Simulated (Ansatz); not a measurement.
# Ag under changes of volume

One of the cells (18.035 Å³/atom); the others are scaled copies at fixed shape and fractional positions:

```
CELL_PARAMETERS angstrom
2.88620 0.00000 0.00000
-1.44310 2.49952 0.00000
0.00000 0.00000 10.00000
ATOMIC_POSITIONS crystal
Ag 0.00000 0.00000 0.50000
Ag 0.00000 0.00000 0.00000
Ag 0.66667 0.33333 0.75000
Ag 0.33333 0.66667 0.25000
```

This isn't the form of Ag at room conditions, which is fcc.

* Program: Ansatz 0.2.0
* Functional: r2SCAN
* Potentials or basis: Ansatz PAW
* Cutoff: 500 eV (not typed: the program's choice for these potentials)
* k mesh: 11 × 11 × 3
* Occupations: fermi-dirac, width 0.05 eV
* Spin: no spin polarisation

| volume (Å³/atom) | energy over the lowest point (meV/atom) | pressure (GPa) |
| --- | --- | --- |
| 16.953 | 3.15 | 2.6 |
| 17.314 | 0.00 | 0.3 |
| 17.675 | ? | ? |
| 18.035 | 7.67 | -3.5 |
| 18.396 | 17.23 | -5.0 |
| 18.757 | 29.90 | -6.3 |
| 19.117 | 45.33 | -7.4 |

**Question.** What does the run at 17.675 Å³/atom give?

**Answer.** Energy over the lowest point 1.74 meV/atom; pressure -1.7 GPa.

Worked out: A Birch-Murnaghan fit of order 3 (a polynomial in V^(-2/3)) to the other rows has its minimum at 17.36 Å³/atom with B0 = V·E''(V) = 102 GPa and B' = 5.8 at fixed shape and positions, which overstates the stiffness. It gives 1.74 meV/atom at 17.675 Å³/atom, against the run's 1.74, and -dE/dV = -1.7 GPa, against -1.7.

Energies are extrapolated to zero smearing.

Caveats: the PAW data sets come from PBE, with cores solved anew for the run's functional, which leaves a small shift of forces and pressure.
